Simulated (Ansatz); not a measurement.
GaP: equation of state with PBEsol

**Measured values to compare with.**

From “Phosphorous dimerization in GaP at high pressure”, 2017, arxiv:1709.06667, for a bulk crystal of GaP: bulk modulus 87.5 ± 0.6 GPa.

The system is GaP.

```xyz
2
Lattice="0.0000 2.7252 2.7252 2.7252 0.0000 2.7252 2.7252 2.7252 0.0000" Properties=species:S:1:pos:R:3 pbc="T T T"
Ga    0.0000    0.0000    0.0000
P     4.0879    4.0879    4.0879
```

```yaml
Program: Ansatz 0.2.0
Task: equation of state
Functional: PBEsol
Potentials_or_basis: Ansatz PAW
Cutoff: 420 eV
Density_cutoff: 1680 eV
k_mesh: 8 × 8 × 8
Occupations: fermi-dirac, width 0.05 eV
Spin: no spin polarisation
```

```
Equilibrium volume                      : 20.11 Å³/atom
Bulk modulus                            : 85 GPa
Pressure derivative of the bulk modulus : 4.5
```

Energy against volume, from the lowest point:
| volume (Å³/atom) | energy (meV/atom) |
| --- | --- |
| 19.026 | 16.81 |
| 19.431 | 6.18 |
| 19.836 | 0.76 |
| 20.240 | 0.00 |
| 20.645 | 3.42 |
| 21.050 | 10.58 |
| 21.455 | 21.08 |

All runs of the series together: 8.4 s on 2 threads of Arm Neoverse V1 (shared host).

Measured bulk modulus of GaP: 87.5 GPa (“Phosphorous dimerization in GaP at high pressure”, 2017, arxiv:1709.06667). This calculation gives 85 GPa (-2.8 %). The fit is for a static lattice scaled at fixed shape and fixed fractional positions.
